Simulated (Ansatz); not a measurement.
Structure search for GaH

Computed with DFT PBE, scalar-relativistic, plane waves, PAW in Ansatz. Settings: cutoff 420 eV, Γ-centred meshes spaced at most about 0.3 Å⁻¹, and about 0.25 Å⁻¹ or finer for metals (2π included), Gaussian smearing. No spin polarisation.

Formation energies are uncorrected and refer to the elements' standard structures at the same level (H₂ as a molecule).

These are static total energies at zero pressure. Only the structures computed here compete, so a lower one can exist. For metals, differences of a few meV/atom aren't resolved. No dispersion correction is applied, so the spacing and binding between layers, chains or molecules are poorly described (P2_1/c, P2_1/m at 17.1 Å³/atom, P2_1/m at 12.8 Å³/atom, Pmmn), and this can change margins and order among such cells. With hydrogen, zero-point motion can shift formation energies by some tens of meV/atom.

Invented guesses were relaxed alike, and ends that match in structure were merged. ΔE counts from the first row. Coordination counts H atoms around Ga (those within 1.25 times the shortest such distance or 1.15 times the sum of covalent radii). The ends were matched against large subsets of the Crystallography Open Database and the Materials Project, so a missing match doesn't prove that a structure is unreported.

```
#                                        reached from  type and space group  atoms  Å³/atom  coordination  ΔE (meV/atom)  gap on mesh (eV)  in databases
1                                         random cell      P6/mmm (No. 191)      2     11.9          Ga 2              0              0.00      no match
2  a relaxed cell, shaken at random and relaxed again       P2_1/c (No. 14)      8     13.7          Ga 2              6              0.00      no match
3  a relaxed cell, shaken at random and relaxed again       P2_1/m (No. 11)      4     17.1          Ga 2              6              0.00      no match
4                                  TiPd type (P2_1/m)       P2_1/m (No. 11)      4     12.8          Ga 3             66              0.00      no match
5                                    MgSn type (Pmmn)         Pmmn (No. 59)      4     15.7          Ga 2             82              0.00      no match
6                                         random cell      P4/mmm (No. 123)      2     12.9          Ga 2            102              0.00      no match
```

The first two are tied within the noise. The first: Space group P6/mmm (No. 191), hexagonal, a = 2.785 Å, c = 3.538 Å. Ga is surrounded by 2 H at 1.77 Å; H has 2 Ga at 1.77 Å. Its energy over the elements is +0.21 eV/atom. A positive value: parting into the elements would lower its energy. An observed structure of this formula, if there is one, may be missing.

```
CELL_PARAMETERS angstrom
2.78534 0.00000 0.00000
-1.39267 2.41217 0.00000
0.00000 0.00000 3.53818
ATOMIC_POSITIONS crystal
Ga 0.00000 0.00000 0.00000
H 0.00000 0.00000 0.50000
```

The second: Space group P2_1/c (No. 14), monoclinic, a = 4.875 Å, b = 4.620 Å, c = 4.995 Å, β = 102.6°. Around Ga lie 2 H at 1.72–1.82 Å; H has 2 Ga at 1.72–1.82 Å. Counting H atoms around Ga, the first and the second both have Ga 2. Cells relaxed within their symmetry can be saddle points.

```xyz
8
Lattice="4.8751 0.0000 0.0000 0.0000 4.6205 0.0000 -1.0910 0.0000 4.8745" Properties=species:S:1:pos:R:3 pbc="T T T"
Ga    2.8093    1.4192    3.9351
Ga    3.3548    0.8911    1.4979
Ga    0.4292    3.7294    3.3767
Ga    0.9748    3.2013    0.9394
H     1.2007    0.6268    3.6180
H     1.7462    1.6834    1.1807
H     2.0379    2.9370    3.6938
H     2.5834    3.9937    1.2565
```
